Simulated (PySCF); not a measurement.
# Spin-Hamiltonian simulation

Molecule: 1-Propanamine, C3H9N.

Cartesian coordinates in Å; atom numbers follow the order of the lines, from 1:
```xyz
13

C     1.7115    0.2304    0.4534
C     0.4377    0.2491   -0.3750
C    -0.7564   -0.3592    0.3429
N    -1.9301   -0.3675   -0.5070
H     2.5580    0.6661   -0.0981
H     1.5946    0.8041    1.3872
H     1.9916   -0.7986    0.7331
H     0.5809   -0.2938   -1.3239
H     0.1937    1.2902   -0.6557
H    -0.8931    0.1710    1.3127
H    -0.5148   -1.4040    0.6076
H    -2.2343    0.5867   -0.6937
H    -2.7084   -0.8266   -0.0399
```

- B3LYP/pcJ-1 coupling constants (spin–dipole term only in couplings to heteroatoms)
- NMR shieldings at HF/pcSseg-2/GIAO
- geometry: PBE0-D3(BJ)/def2-SVP
- code: PySCF 2.14
- one averaged value for each set of equivalent atoms, isolated molecule, one computed conformer, non-relativistic Hamiltonian

Scale: 1H (σ = 31.68 ppm) against TMS (reference shieldings calculated alike).

The 7-spin Hamiltonian (Zeeman plus full scalar coupling among like nuclei) was diagonalised exactly; lines are Lorentzian, 1.0 Hz wide, and the maxima above 3 % are listed with the tallest set to 100.

Peak list at 800 MHz for the spins H5/H6/H7/H8/H9/H10/H11:
```json
{"Hz": "1848.0", "ppm": "2.310", "height": "31"}
{"Hz": "1840.1", "ppm": "2.300", "height": "64"}
{"Hz": "1832.2", "ppm": "2.290", "height": "33"}
{"Hz": "1068.5", "ppm": "1.336", "height": "5"}
{"Hz": "1060.3", "ppm": "1.325", "height": "21"}
{"Hz": "1052.2", "ppm": "1.315", "height": "42"}
{"Hz": "1044.0", "ppm": "1.305", "height": "43"}
{"Hz": "1036.0", "ppm": "1.295", "height": "23"}
{"Hz": "1027.8", "ppm": "1.285", "height": "5"}
{"Hz": "752.2", "ppm": "0.940", "height": "52"}
{"Hz": "743.9", "ppm": "0.930", "height": "100"}
{"Hz": "735.6", "ppm": "0.919", "height": "47"}
```

Question: Extract the chemical shifts and coupling constants behind this pattern (give the signs of the calculation).

Answer: 
Shifts (ppm): H5/H6/H7 0.93, H8/H9 1.31, H10/H11 2.30.
Couplings (Hz): H5–H6, H5–H7, H6–H7: -14.0; H5–H8, H5–H9, H6–H8, H6–H9, H7–H8, H7–H9: 8.3; H5–H10, H5–H11, H6–H10, H6–H11, H7–H10, H7–H11: -0.4; H8–H9: -14.4; H8–H10, H8–H11, H9–H10, H9–H11: 7.9; H10–H11: -12.1.
These are the parameters used. A line list fixes at most the relative signs, and those only where coupling is strong; other parameter sets or atom labellings may fit too, and couplings well below the line width leave little trace. Couplings within a CH3 group never show.

The OH or NH signal is concentration- and solvent-dependent in practice; the value given is the gas-phase one. Unscaled 3J(H,H) at this level run about 10 % above measured values. Across freely rotating sp3–sp3 bonds, 3J(H,H) is taken as (2 J gauche + J anti)/3 from the one conformer, which assumes equal rotamer populations.
